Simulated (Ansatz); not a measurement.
# TiO2 (fluorite type): how the settings move a single-point run

Question: which choices in the input matter for TiO2 (fluorite type)?

Method: reference: DFT, PBE, norm-conserving pseudopotentials, Ansatz's default files, scalar-relativistic, in Ansatz 0.2.0.

### 1 The structure to begin with

Symmetry: Fm-3m, No. 225, cubic system. Conventional cell: a = 4.119 Å, b = 4.119 Å, c = 4.119 Å, α = 90.00°, β = 90.00°, γ = 90.00°. Around Ti (site symmetry m-3m) lie 8 O at 1.78 Å. O (site symmetry -43m) is surrounded by 4 Ti at 1.78 Å.

Coordinates:

```cif
data_structure
_symmetry_space_group_name_H-M 'Fm-3m'
_symmetry_Int_Tables_number 225
_cell_length_a 4.1185
_cell_length_b 4.1185
_cell_length_c 4.1185
_cell_angle_alpha 90.000
_cell_angle_beta 90.000
_cell_angle_gamma 90.000
_cell_volume 69.86
loop_
_atom_site_label
_atom_site_type_symbol
_atom_site_symmetry_multiplicity
_atom_site_Wyckoff_symbol
_atom_site_fract_x
_atom_site_fract_y
_atom_site_fract_z
_atom_site_occupancy
Ti1 Ti 4 a 0.00000 0.00000 0.00000 1
O1 O 8 c 0.25000 0.75000 0.75000 1
```

### 2 Reference

input.yaml reads:

```yaml
crystal:
  lattice:
    - [0.0, 2.0592701908, 2.0592701908]
    - [2.0592701908, 0.0, 2.0592701908]
    - [2.0592701908, 2.0592701908, 0.0]
  atoms:
    - { symbol: Ti, position: [0.0, 0.0, 0.0] }
    - { symbol: O, position: [0.25, 0.25, 0.25] }
    - { symbol: O, position: [0.75, 0.75, 0.75] }
kpoints:
  mp_grid: { grid: [12, 12, 12] }
scf:
  occupations: { method: fermi_dirac, width: 0.1 }
hamiltonian:
  xc: pbe
  pseudopotentials: { kind: nc }
output:
  forces: true
  stress: true
  eigenvalues: true
```

Command:

```
> ansatz run input.yaml --threads 1 --pin off --max-ram 3072MiB --backend cpu --events-out ev --progress --plain --runs-dir out
```

### 3 Changed: scf.algorithm density_mixing

input.yaml, as its differences from that of step 2:

```diff
@@ -13,2 +13,3 @@
   occupations: { method: fermi_dirac, width: 0.1 }
+  algorithm: density_mixing
 hamiltonian:
```

What does the calculation give? Wanted: for each run, ending; energy change; pressure; gap; force.

**Answer**, as computed:

```csv
run,ending,energy change,pressure (GPa),gap (eV),force (eV/Å),cycles,time
reference,converged,0,320.3,1.21,0.00,8,2.6 s
1: scf.algorithm density_mixing,converged,0.0 meV/atom,320.3,1.21,0.00,8,2.6 s
```

Residual by cycle in the longest SCF loop of each run; runs are numbered as in the table. The quantity is the density residual dr2, in eV.

```csv
cycle,reference,run 1
1,4.63,4.63
2,2.02,2.02
3,0.217,0.217
4,0.0167,0.0167
5,2.3e-4,2.3e-4
6,1.3e-5,1.3e-5
7,3.0e-7,3.0e-7
8,2.0e-8,2.0e-8
```

Energy and cycle count are those of the reference, so the change (solver) left the result and the number of cycles as they were. The structure is not at rest: the sound run finds 320 GPa, so these are no properties of the relaxed crystal. 
